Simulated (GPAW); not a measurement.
# Te (P3_121) in GPAW: a series of runs

Aim: see how the results for Te move with the level of theory and the settings. Levels: RPBE, GLLB-SC. Tasks: optical spectrum.

All numbers are computed with GPAW 26.7.0; they aren't measurements. Logs are shortened: lines on timing, memory, paths and dates and some standing lists are left out, and cuts for length are marked. The log counts tension as positive stress, the text compression.

## 1. The structure

The structure is trigonal, space group P3_121 (No. 152). Conventional cell: a = 4.454 Å, b = 4.454 Å, c = 5.924 Å, α = 90.00°, β = 90.00°, γ = 120.00°. Te (site symmetry 2) is surrounded by 2 Te at 2.86 Å.

## 2. Optical spectrum, RPBE

run.py reads:

```python
from ase.dft.bandgap import bandgap
from ase.io import read, write
from gpaw import GPAW, PW
from gpaw.response.df import DielectricFunction

atoms = read('Te.xyz')

calc = GPAW(mode=PW(400),
            xc='RPBE',
            kpts={'size': (6, 6, 4), 'gamma': True},
            occupations={'name': 'fermi-dirac', 'width': 0.001},
            nbands=19,
            convergence={'density': 1e-06},
            maxiter=150,
            txt='gpaw.txt')
atoms.calc = calc
energy = atoms.get_potential_energy()
calc.write('gs.gpw')
write('result.traj', atoms)
print(f'Energy: {energy:.6f} eV')
print('Fermi level:', round(calc.get_fermi_level(), 4), 'eV')
print(f'Gap: {bandgap(calc)[0]:.4f} eV, direct: {bandgap(calc, direct=True)[0]:.4f} eV')

dense = calc.fixed_density(kpts={'size': (11, 11, 7), 'gamma': True},
                           nbands=45, convergence={'bands': 39, 'eigenstates': 1e-7},
                           update_fermi_level=True, txt='dense.txt')
dense.write('dense.gpw', mode='all')

df = DielectricFunction('dense.gpw', frequencies={'type': 'nonlinear', 'domega0': 0.05, 'omega2': 10},
                        eta=0.1, ecut=50, nbands=39, intraband=False, txt='df.txt')
for direction in ['x', 'z']:
    df.get_dielectric_function(xc='RPA', direction=direction, filename=f'df_{direction}.csv')
    e0, e = df.get_macroscopic_dielectric_constant(xc='RPA', direction=direction)
    print(f'{direction}: static eps {e0:.4f} without, {e:.4f} with local fields')
```

Te.xyz reads:

```xyz
3
Lattice="4.4540000000 0.0000000000 0.0000000000 -2.2270000000 3.8572771485 0.0000000000 0.0000000000 0.0000000000 5.9240000000" Properties=species:S:1:pos:R:3 pbc="T T T"
Te     1.6279370000      2.8196695956      0.0000000000
Te    -0.5990630000      1.0376075529      3.9493333335
Te     1.1981260000      0.0000000000      1.9746666665
```

Potentials or basis: the program's PAW data sets (release 1.2.1) made for this functional, pw.

The run is started by

```bash
$ OMP_NUM_THREADS=1 python run.py
```

gpaw.txt:

```text
__  _  _
 | _ |_)|_||  |
 |__||  | ||/\| - 26.7.0

Input parameters:
  mode=PW(ecut=400.0),
  convergence={'density': 1e-06},
  kpts=MonkhorstPack(size=(6, 6, 4), gamma=True),
  maxiter=150,
  nbands=19,
  occupations=Occupations(name='fermi-dirac', width=0.001),
  xc=XC(name='RPBE')

Diagonalizing LCAO Hamiltonian
Converting LCAO to pw mode

        Te

           Te
              Te

Atoms  # Å, Bohr magnetons
|   | symbol |         x |        y |        z |    initial magnetic moments |
|---|--------|-----------|----------|----------|-----------------------------|
| 0 |     Te |  1.627937 | 2.819670 | 0.000000 | ( 0.0000,  0.0000,  0.0000) |
| 1 |     Te | -0.599063 | 1.037608 | 3.949333 | ( 0.0000,  0.0000,  0.0000) |
| 2 |     Te |  1.198126 | 0.000000 | 1.974667 | ( 0.0000,  0.0000,  0.0000) |

Unit cell  # Å
| periodic |         x |        y |        z |  lengths |     angles |
|----------|-----------|----------|----------|----------|------------|
|      yes |  4.454000 | 0.000000 | 0.000000 | 4.454000 |  90.000000 |
|      yes | -2.227000 | 3.857277 | 0.000000 | 4.454000 |  90.000000 |
|      yes |  0.000000 | 0.000000 | 5.924000 | 5.924000 | 120.000000 |

Number of symmetries: 2
Symmetry operations  # r_c * U_cc + t_c -> r_c
|   | kind |            matrix            |
|---|------|------------------------------|
| 0 |  E   |  1, 0, 0,  0, 1, 0,  0, 0, 1 |
| 1 |  C2  |  0, 1, 0,  1, 0, 0,  0, 0,-1 |

BZ-sampling:
  Number of BZ points: 144
  Number of IBZ points: 47

  Monkhorst-Pack size: [6, 6, 4]
  Monkhorst-Pack shift: [0.08333333333333333, 0.08333333333333333, 0.125]

K-points  # in reciprocal-cell coordinates
|     |                                coordinates |     weight |
|-----|--------------------------------------------|------------|
|   0 | (  0.00000000,   0.00000000,   0.00000000) | 0.00694444 |
|   1 | (  0.00000000,   0.00000000,   0.25000000) | 0.01388889 |
|   2 | (  0.00000000,   0.00000000,   0.50000000) | 0.00694444 |
|   3 | (  0.16666667,  -0.16666667,  -0.25000000) | 0.01388889 |
|   4 | (  0.16666667,  -0.16666667,   0.00000000) | 0.01388889 |
|   5 | (  0.16666667,  -0.16666667,   0.25000000) | 0.01388889 |
|   6 | (  0.16666667,  -0.16666667,   0.50000000) | 0.01388889 |
|   7 | (  0.16666667,   0.00000000,  -0.25000000) | 0.02777778 |
|   8 | (  0.16666667,   0.00000000,   0.00000000) | 0.02777778 |
|   9 | (  0.16666667,   0.00000000,   0.25000000) | 0.02777778 |
| ... |                                            |            |
|  46 | (  0.50000000,   0.50000000,   0.50000000) | 0.00694444 |

Plane wave coefficients: 1864
Cutoff: 400.0 eV

Spin-components: 1 (collinear spins)
Bands:           19
Projectors:      15
Spin-degeneracy: 2
Datatype:        complex128

Parallelization:
  kpt:    1
  domain: 1
  band:   1

Density:
  Valence electrons: 18.0
  Components: 1
  Grid points: [21 21 28]
  Charge: 0.0  # |e|

Potential:
  Grid points: [21 21 28]

species:
  Te:
    name:    Tellurium
    Z:       52.0
    valence: 6
    core:    46
    charge:  0.0  # [|e|]
    compensation charges:
      type: gauss
      rc: 0.36  # [Å]
      lmax: 2
    cutoffs:
      filter: 2.09  # [Å]
      core: 3.17  # [Å]
    projectors
    | kind |    occ | energy [eV] | rcut [Å] |
    |------|--------|-------------|----------|
    |   5s |  2.000 |     -15.026 |    1.180 |
    |   5p |  4.000 |      -5.917 |    1.196 |
    |    s |        |      12.185 |    1.180 |
    |    p |        |      21.294 |    1.196 |
    |    d |        |       0.000 |    1.238 |

    Using partial waves for Te as LCAO basis

Reference energy: -554399.689084  # eV

eigensolver:
  PPCG
  Converge bands: occupied
  niter=2

density mixing:
  MSR1-Mixer
  Pratt-step length: 0.05
  Maximum mixing coefficient: 0.75
  Old densities: 10
  SVD Regularization: 0.005
  Good broyden scale: 1.0
  Trust region scale: 1.0
  Backstep threshold: 4.0
  History deletion threshold: 6.0
  Fourier metric: weight=20.0, sigma=0.015

occupation numbers:
  Fermi-Dirac:
    width: 0.0010  # eV

poisson solver:
  ecut: 3200.0  # eV

xc functional:
  name: RPBE with 2 nearest neighbor stencil

convergence criteria:
- Maximum integral of absolute [dens]ity change: 1e-06 electrons / valence electron
- Maximum [total energy] change in last 3 cyles: 0.0005 eV / valence electron
- Maximum integral of absolute [eigenst]ate change: 4e-08 eV^2 / valence electron
maximum number of iterations: 150

SCF iterations
|iter     | |      energy | eigst |  dens |
|---------|-|-------------|-------|-------|
|iter:   1| |   -8.481909 | -0.36 |       |
|iter:   2| |   -8.490988 | -2.24 | -1.23 |
|iter:   3| |   -8.484307 | -3.00 | -1.25 |
|iter:   4| |   -8.485039c| -3.80 | -1.74 |
|iter:   5| |   -8.485256c| -5.19 | -2.52 |
|iter:   6| |   -8.485302c| -5.96 | -2.94 |
|iter:   7| |   -8.485295c| -6.54 | -3.21 |
|iter:   8| |   -8.485296c| -7.24 | -3.80 |
|iter:   9| |   -8.485296c| -7.68c| -4.73 |
|iter:  10| |   -8.485296c| -7.90c| -5.09 |
|iter:  11| |   -8.485296c| -8.99c| -5.95 |
|iter:  12| |   -8.485296c| -9.61c| -6.39c|

Converged in 12 steps
Energy contributions relative to reference atoms: (reference = -554399.689084)

Energy contributions:
  Kinetic:          17.690625
  Coulomb:         -17.604118
  Zero:              0.350591
  External:          0.000000
  Xc:               -8.922394
  Entropy:          -0.000000
  Spinorbit:         0.000000
  ----------------------------
  Free energy:      -8.485296
  Extrapolated:     -8.485296

dipole moment: (28.505417, -16.457827, -25.275904)  # |e|*Ang

Fermi level: 5.994
Eigenvalues  # (at kpt = [0.000, 0.000, 0.000])
| band index |      eig [eV] | occ [0-2] |
|------------|---------------|-----------|
|          0 |        -7.746 |     2.000 |
|          1 |        -4.442 |     2.000 |
|          2 |        -4.442 |     2.000 |
|          3 |         2.764 |     2.000 |
|          4 |         3.085 |     2.000 |
|          5 |         3.085 |     2.000 |
[... 9 lines left out ...]
|         15 |        12.201 |     0.000 |
|         16 |        12.201 |     0.000 |
|        ... |               |           |
|         18 |        12.498 |     0.000 |

Gap: 0.199 eV
Transition (v -> c):
  (s=0, k=32, n=8, [0.33, 0.33, 0.50]) -> (s=0, k=32, n=9, [0.33, 0.33, 0.50])
No difference between direct/indirect transitions
# Writing to gs.gpw (mode='')
```

It took 8.2 min on 1 thread of Arm Neoverse V2, shared host; peak memory 0.79 GiB.

What came out:

| Property | Result |
| --- | --- |
| Free energy | -8.4853 eV |
| Band gap on the k mesh | 0.20 eV, direct |

Dielectric function (mean over the directions given):
```
energy (eV)  real part  imaginary part
       0.25      40.87            1.49
       1.15      34.79           29.20
       2.18     -14.83           31.62
       3.17     -10.13            6.32
       4.16      -3.80            2.93
       5.16      -1.08            2.28
       6.15       0.42            2.34
       7.12       0.55            3.85
       8.16      -0.46            3.84
       9.18      -1.34            2.47
      10.06      -1.21            1.69
      11.09      -0.81            1.26
      12.08      -0.60            0.94
      13.00      -0.30            0.72
      14.10       0.03            0.65
      15.13       0.26            0.86
      16.21       0.01            0.75
      17.36       0.04            0.54
      18.58       0.13            0.37
      19.87       0.26            0.32
```

Caveat: with so narrow a direct gap the onset needs a denser k mesh; the long-wavelength limit can be off by a per cent or two; independent-particle spectra lack excitons; spin-orbit coupling is left out, which moves the levels of the heavy elements; an odd mesh through Γ misses points on the zone boundary, where band edges often lie.

## 3. Optical spectrum, GLLB-SC

run.py: that of step 2 with these lines changed.

```diff
@@ -8,3 +8,3 @@
 calc = GPAW(mode=PW(400),
-            xc='RPBE',
+            xc='GLLBSC',
             kpts={'size': (6, 6, 4), 'gamma': True},
@@ -19,3 +19,2 @@
 write('result.traj', atoms)
-print(f'Energy: {energy:.6f} eV')
 print('Fermi level:', round(calc.get_fermi_level(), 4), 'eV')
```

Te.xyz is that of step 2.

Potentials or basis: the program's PAW data sets (release 1.2.1) made for this functional, pw.

The run is started by

```bash
$ OMP_NUM_THREADS=1 python run.py
```

gpaw.txt:

```text
___ ___ ___ _ _ _
 |   |   |_  | | | |
 | | | | | . | | | |
 |__ |  _|___|_____|  26.7.0
 |___|_|

Input parameters:
  convergence: {density: 1e-06}
  kpts: {gamma: True,
         size: (6, 6, 4)}
  maxiter: 150
  mode: {ecut: 400.0,
         name: pw}
  nbands: 19
  occupations: {name: fermi-dirac,
                width: 0.001}
  xc: GLLBSC

System changes: positions, numbers, cell, pbc, initial_charges, initial_magmoms

Initialize ...

species:
  Te:
    name:    Tellurium
    Z:       52.0
    valence: 6
    core:    46
    charge:  0.0  # [|e|]
    compensation charges:
      type: gauss
      rc: 0.36  # [Å]
      lmax: 2
    cutoffs:
      filter: 2.09  # [Å]
      core: 3.17  # [Å]
    projectors
    | kind |    occ | energy [eV] | rcut [Å] |
    |------|--------|-------------|----------|
    |   5s |  2.000 |     -17.259 |    1.180 |
    |   5p |  4.000 |      -8.515 |    1.196 |
    |    s |        |       9.952 |    1.180 |
    |    p |        |      18.697 |    1.196 |
    |    d |        |       0.000 |    1.238 |

    Using partial waves for Te as LCAO basis

Reference energy: -554135.180974  # eV

Spin-paired calculation

Convergence criteria:
 Maximum [total energy] change in last 3 cyles: 0.0005 eV / valence electron
 Maximum integral of absolute [dens]ity change: 1e-06 electrons / valence electron
 Maximum integral of absolute [eigenst]ate change: 4e-08 eV^2 / valence electron
 Maximum number of scf [iter]ations: 150
 (Square brackets indicate name in SCF output, whereas a 'c' in
 the SCF output indicates the quantity has converged.)

Symmetries present (total): 2

  ( 1  0  0)  ( 0  1  0)
  ( 0  1  0)  ( 1  0  0)
  ( 0  0  1)  ( 0  0 -1)

144 k-points: 6 x 6 x 4 Monkhorst-Pack grid + [1/12,1/12,1/8]
[... 65 lines left out ...]

Initializing position-dependent things.

Density initialized from atomic densities
Creating initial wave functions:
  12 bands from LCAO basis set
  7 bands from random numbers

        Te

           Te
              Te

Atomic positions and initial magnetic moments

Positions:
   0 Te     1.627937    2.819670    0.000000    ( 0.0000,  0.0000,  0.0000)
   1 Te    -0.599063    1.037608    3.949333    ( 0.0000,  0.0000,  0.0000)
   2 Te     1.198126    0.000000    1.974667    ( 0.0000,  0.0000,  0.0000)

Unit cell:
           periodic     x           y           z      points  spacing
  1. axis:    yes    4.454000    0.000000    0.000000    21     0.1837
  2. axis:    yes   -2.227000    3.857277    0.000000    21     0.1837
  3. axis:    yes    0.000000    0.000000    5.924000    28     0.2116

  Lengths:   4.454000   4.454000   5.924000
  Angles:   90.000000  90.000000 120.000000

Effective grid spacing dv^(1/3) = 0.2020

iter:   1   -10.078041
iter:   2   -10.592800   -0.96  -1.23
iter:   3   -11.153494   -1.28  -1.09
iter:   4   -12.106319   -1.48  -1.13
iter:   5   -11.424860   -2.01  -1.05
iter:   6   -11.287044   -2.46  -1.22
iter:   7   -11.281857   -3.55  -1.63
iter:   8   -11.249295   -3.83  -1.72
iter:   9   -11.228897   -4.06  -1.98
iter:  10   -11.218820   -5.06  -2.36
iter:  11   -11.209925   -4.99  -2.44
iter:  12   -11.198539   -4.91  -2.74
iter:  13   -11.199583   -5.75  -3.94
iter:  14   -11.197893c  -6.35  -4.06
iter:  15   -11.196921c  -6.95  -4.57
iter:  16   -11.197118c  -7.65c -4.94
iter:  17   -11.196827c  -8.38c -4.94
iter:  18   -11.196691c  -9.01c -5.27
iter:  19   -11.196656c  -9.67c -5.76
iter:  20   -11.196616c -10.17c -6.21c

Converged after 20 iterations.

Dipole moment: (-0.000000, -0.000000, 0.000000) |e|*Ang

Energy contributions relative to reference atoms: (reference = -554135.180974)

Kinetic:        +51.600241
Potential:      -46.361691
External:        +0.000000
XC:             -14.060882
Entropy (-ST):   -0.000000
Local:           -2.374284
SIC:             +0.000000
--------------------------
Free energy:    -11.196616
Extrapolated:   -11.196616

GLLBSC response reference energy: 5.22359 eV (from HOMO)

Showing only first 2 kpts
 Kpt  Band  Eigenvalues  Occupancy
  0     7      3.52726    2.00000
  0     8      4.32566    2.00000
  0     9      6.32418    0.00000
  0    10      6.32418    0.00000

  1     7      3.79157    2.00000
  1     8      4.30693    2.00000
  1     9      5.99269    0.00000
  1    10      6.01808    0.00000

Fermi level: 5.50195

Gap: 0.298 eV
Transition (v -> c):
  (s=0, k=32, n=8, [0.33, 0.33, 0.50]) -> (s=0, k=32, n=9, [0.33, 0.33, 0.50])
No difference between direct/indirect transitions
Writing to gs.gpw (mode='')
```

stdout:

```text
Fermi level: 5.502 eV
Gap: 0.2981 eV, direct: 0.2981 eV
x: static eps 32.3230 without, 28.2888 with local fields
z: static eps 51.0558 without, 46.9892 with local fields
```

df.txt:

```text
NonLinearFrequencyDescriptor(from 0.000 to 35.993 eV, 290 points)
NonLinearFrequencyDescriptor(from 0.000 to 35.993 eV, 290 points)

Calculating chi0 body with:
    Ground state adapter containing:
    Number of spins: 1
    Number of kpoints: 847
    Number of irreducible kpoints: 234
    Number of completely occupied states: 9
    Number of partially occupied states: 9

    Linear response parametrization:
    q_c: [0.0, 0.0, 0.0]
    Number of frequency points: 290
    Planewave cutoff: 50.0
    Number of bands: 39
    Number of planewaves: 97
    Broadening (eta): 0.1

Integrating chi0 body.

Symmetries of q_c:
    Direct symmetries (Uq -> q): 2
    Indirect symmetries (TUq -> q): 2
In total 4 allowed symmetries.

Integral kind: spectral function

Calculating chi0 optical extensions with:
    Ground state adapter containing:
    Number of spins: 1
    Number of kpoints: 847
    Number of irreducible kpoints: 234
    Number of completely occupied states: 9
    Number of partially occupied states: 9

    Linear response parametrization:
    Number of frequency points: 290
    Planewave cutoff: 50.0
    Number of bands: 39
    Number of planewaves: 97
    Broadening (eta): 0.1
Integrating chi0 head and wings.

Symmetries of q_c:
    Direct symmetries (Uq -> q): 2
    Indirect symmetries (TUq -> q): 2
In total 4 allowed symmetries.

Integral kind: spectral function wings

Finished calculating chi0
```

It took 8.1 min on 1 thread of Arm Neoverse V2, shared host; peak memory 0.75 GiB.

Results:

```yaml
Band_gap_on_the_k_mesh_Kohn-Sham_part_alone: 0.30 eV, direct
```

Dielectric function (mean over the directions given):
```tsv
energy (eV)	real part	imaginary part
0.25	35.69	1.03
0.88	44.00	24.04
1.54	31.99	44.44
2.18	-11.78	31.56
2.79	-12.38	13.79
3.43	-7.59	5.18
4.16	-3.98	3.28
4.79	-2.05	2.88
5.38	-0.77	2.32
6.07	0.20	2.37
6.63	1.00	3.18
7.29	0.16	3.94
8.07	-0.54	3.87
8.71	-1.36	3.15
9.27	-1.25	2.28
9.96	-1.30	1.78
10.57	-1.00	1.42
11.20	-0.79	1.16
11.96	-0.60	1.00
12.53	-0.40	0.79
13.24	-0.20	0.63
13.85	-0.02	0.64
14.48	0.12	0.62
15.13	0.23	0.85
15.94	0.07	0.81
16.64	0.02	0.71
17.36	0.04	0.54
18.12	0.07	0.44
18.90	0.16	0.35
19.87	0.25	0.31
```

Caveat: a model potential gives levels but no total energy; with so narrow a direct gap the onset needs a denser k mesh; the long-wavelength limit can be off by a per cent or two; response on these states lacks terms of the Hamiltonian; independent-particle spectra lack excitons; spin-orbit coupling is left out, which moves the levels of the heavy elements; an odd mesh through Γ misses points on the zone boundary, where band edges often lie.

## 4. The reference run

An earlier run on the cell as given: functional PBEsol; potentials or basis PAW data sets generated in the run's folder for this functional; cutoff 600 eV; basis pw; k mesh 7 × 7 × 5; occupations fermi-dirac, width 0.05 eV; no spin polarisation.

* Pressure: -1.3 GPa
* Largest force: 0.066 eV/Å
* Band gap on the k mesh: 0.59 eV, indirect (least direct gap 0.76 eV)

## 5. The runs side by side

| task | level | potentials or basis | k mesh | cutoff (eV) | smearing | response ecut | eta | response k mesh | domega0 | omega2 | gap on the mesh (eV) |
| --- | --- | --- | --- | --- | --- | --- | --- | --- | --- | --- | --- |
| optical spectrum | RPBE | the program's PAW data sets (release 1.2.1) made for this functional, pw | 6 × 6 × 4 | 400 | fermi-dirac 0.001 eV | 50 eV | 0.1 eV | 11 × 11 × 7 | 0.05 eV | 10 eV | 0.20 |
| optical spectrum | GLLB-SC | the program's PAW data sets (release 1.2.1) made for this functional, pw | 6 × 6 × 4 | 400 | fermi-dirac 0.001 eV | 50 eV | 0.1 eV | 11 × 11 × 7 | 0.05 eV | 10 eV | - |
| single point | PBEsol | PAW data sets generated in the run's folder for this functional, pw | 7 × 7 × 5 | 600 | fermi-dirac 0.05 eV | - | - | - | - | - | 0.59 |

Alike in all rows: no spin polarisation; cell as given.

Caveats: spin-orbit coupling is left out, which moves the levels of the heavy elements; an odd mesh through Γ misses points on the zone boundary, where band edges often lie; with so narrow a direct gap the onset needs a denser k mesh (some runs); the long-wavelength limit can be off by a per cent or two (some runs); independent-particle spectra lack excitons (some runs); a model potential gives levels but no total energy (some runs); response on these states lacks terms of the Hamiltonian (some runs).

Total energies depend on the potentials used, so only differences within one code and one set of settings carry meaning.
